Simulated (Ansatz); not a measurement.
CuCl: the change of pressure with volume per atom

All results are calculated (Ansatz 0.2.0). Periodic Kohn-Sham DFT of a crystal at fixed atoms; pressure and stress are positive in compression; the energy is the free energy less that of spherical unpolarised free atoms; site moments are those in the method's own spheres, positive along +z.

Cell of the first row (space group F-43m, No. 216):
```
cell vectors (Å)
   0.0000     2.6552     2.6552
   2.6552     0.0000     2.6552
   2.6552     2.6552     0.0000
atoms (fractions of the cell vectors)
Cu  0.00000  0.00000  0.00000
Cl  0.75000  0.75000  0.75000
```

Settings of every row: method frozen-core PAW; functional PBE; relativity scalar; k mesh 13x13x13; filling fermi-dirac; smearing width 0.05 eV; wave cutoff 420 eV; paw set soft_2.

Atom start moment: 0 on all atoms.

```
row  volume per atom (Å³)  pressure (GPa)
  1                 18.72           3.638
  2                19.308               ?
  3                19.905           0.105
  4                20.502          -1.245
  5                21.099          -2.366
```

Question: what pressure should row 2 give?

Worked fit of pressure. Take u = (V_r/V)^(2/3) − 1 with V_r = 20.203 Å³ an atom, which is twice the finite (Eulerian) strain; such expansions in the strain, on which the Birch-Murnaghan equation of state is built, carry the rest volume and the bulk modulus. The shown rows have u = 0.05214, 0.00996, -0.00975, -0.02852. Least squares give pressure = −0.6011 + 68.719 × u + 241.21 × u² GPa; a straight line predicts inner rows, each left out in turn, worse (root mean square 0.24 against 0.0065 GPa). The rows lie off it by 0.000, -0.002, 0.003, -0.001. The pressure vanishes at u = 0.0085, or V = 19.95 Å³ an atom, and there the bulk modulus at fixed shape and fractions is B = −V dP/dV = (2/3)(1 + u) dP/du = 49 GPa. The withheld row has u = 0.03067, so the fit gives −0.6011 + 68.719 × (0.03067) + 241.21 × (0.03067)² = 1.733 GPa.

The calculation gave 1.726 GPa. The fit lies 0.007 GPa (0.12 % of the column's range) above it; its largest miss of a shown row is 0.003 GPa.
